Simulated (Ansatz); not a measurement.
Density of states of ZnS (P3m1, a = 3.848 Å, b = 3.848 Å, c = 31.449 Å, α = 90.00°, β = 90.00°, γ = 120.00°), in states per eV and primitive cell, averaged over bins of 0.4 eV. Method: Ansatz, DFT PBE, scalar-relativistic, plane waves, PAW.

Plane waves to 420 eV, a k mesh through Γ of 12×12×1 on the computed 20-atom cell and Gaussian smearing (0.02 eV); no spin polarisation.

The cell is relaxed at this level. The states (both spins) are summed by tetrahedra on a 18×18×2 mesh at the self-consistent density. Energies are bin centres; the table starts no lower than −8 eV and ends at 6 eV, or lower where the solved bands end.

The gap is 2.03 eV at this level, with the zero inside it.

```
E − E_F (eV) total Zn 3d S 3p Zn 4s S 3s
       -7.15  127.55  113.64  12.28   1.43  0.03
       -6.75  113.28  109.80   1.94   0.91  0.48
       -6.35    9.17    8.47   0.16   0.14  0.38
       -5.95    3.50    0.39   2.27   0.73  0.07
       -5.55   18.16    2.43  10.48   4.65  0.43
       -5.15   10.44    1.94   5.65   2.14  0.56
       -4.75    5.79    1.12   3.15   0.97  0.46
       -4.35    4.27    0.73   2.50   0.58  0.36
       -3.95   10.40    1.11   8.14   0.51  0.30
       -3.55   13.02    1.18  10.63   0.48  0.26
       -3.15   17.24    1.36  14.63   0.40  0.21
       -2.75   18.16    1.41  15.61   0.29  0.16
       -2.35   19.80    1.56  17.20   0.20  0.11
       -1.95   17.43    1.42  15.25   0.11  0.07
       -1.55    8.84    0.77   7.77   0.03  0.03
       -1.15    2.95    0.27   2.62   0.00  0.00
       -0.75    0.00    0.00   0.00   0.00  0.00
       -0.35    0.00    0.00   0.00   0.00  0.00
        0.05    0.00    0.00   0.00   0.00  0.00
        0.45    0.00    0.00   0.00   0.00  0.00
        0.85    0.00    0.00   0.00   0.00  0.00
        1.25    0.11    0.00   0.01   0.07  0.03
        1.65    0.34    0.00   0.05   0.20  0.09
        2.05    0.76    0.00   0.14   0.42  0.17
        2.45    4.56    0.01   0.77   2.06  0.50
        2.85    9.50    0.03   1.54   3.49  0.67
        3.25   16.31    0.06   2.83   5.51  0.71
        3.65   14.91    0.05   2.89   5.13  0.48
        4.05   10.75    0.03   1.97   3.07  0.17
        4.45    9.20    0.02   1.25   1.80  0.08
        4.85   11.35    0.02   1.29   1.82  0.07
        5.25   15.13    0.03   1.14   1.46  0.07
        5.65    9.70    0.01   0.37   0.34  0.02
```

The columns after the total are the Löwdin projections on the occupied valence shells of the potentials. The rest of the total lies in shells that are empty in the free atom, which aren't projected, and between the atoms.

This form isn't the usual stable structure of the compound.

Cost: 1 run of about 28 core-minutes, on Intel Xeon Processor @ 2.50GHz (Skylake/Cascade Lake) (shared hosts).